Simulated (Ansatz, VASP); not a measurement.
# Fe: VASP beside Ansatz

INCAR

```
  PREC = Accurate
  ENCUT = 520
  EDIFF = 1E-6
  ISMEAR = 0
  SIGMA = 0.1
  LREAL = F
  LASPH = T
  NELM = 150
  ALGO = Fast
  ISIF = 2
  LWAVE = F
  LCHARG = F
  ISPIN = 2
  MAGMOM = 4
  LORBIT = 11
  LMAXMIX = 4
  GGA = PE
  NBANDS = 14
```

KPOINTS

```
regular mesh
0
Gamma
  8 8 8
```

POSCAR

```
Fe
1.0
   -1.6268598717      1.6268598717      1.6268598717
    1.6268598717     -1.6268598717      1.6268598717
    1.6268598717      1.6268598717     -1.6268598717
Fe
1
Direct
    0.0000000000      0.0000000000      0.0000000000
```

Input for Ansatz:

```yaml
crystal:
  lattice:
    - [-1.6268598717, 1.6268598717, 1.6268598717]
    - [1.6268598717, -1.6268598717, 1.6268598717]
    - [1.6268598717, 1.6268598717, -1.6268598717]
  atoms:
    - { symbol: Fe, position: [0.0, 0.0, 0.0], spin: 4.0 }
basis:
  ecutwfc: 420
kpoints:
  mp_grid: { grid: [8, 8, 8] }
hamiltonian:
  xc: pbe
scf:
  occupations: { method: gaussian, width: 0.1 }
  lower_state_search: "off"
output:
  forces: true
  stress: true
  eigenvalues: true
  populations: true
magnetization:
  spin_polarized: true
```

Alike in both runs: task single point; functional PBE; k mesh 8 × 8 × 8; occupations gaussian, width 0.1 eV; collinear spin.

```csv
,VASP,Ansatz
version,VASP 6.6.1,Ansatz 0.2.0
potentials or method,"VASP PAW PBE potentials, release 64 (Fe)","scalar-relativistic, plane waves, PAW"
plane-wave cutoff (eV),520,420
valence electrons in the cell,8,16
```

|  | VASP | Ansatz | Ansatz less VASP |
| --- | --- | --- | --- |
| gap on the k mesh at the Fermi level (eV) | none | none | - |
| pressure (GPa) | -28.2 | -28.5 | -0.27 |
| net moment per atom (μB) | 2.79 | 2.79 | 0.000 |
| size of the moment on the site where the two differ most (μB) | 2.88 | 2.92 | +0.042 |

Site moments also hang on the region over which each program counts them. A gap of «none» marks a metal or a gap that the smearing closes. The two sets of potentials don't hold the same shells in valence.

Caveats: so large a pressure means that the cell lies far from this level's equilibrium, or that cutoff or potentials fall short (VASP).
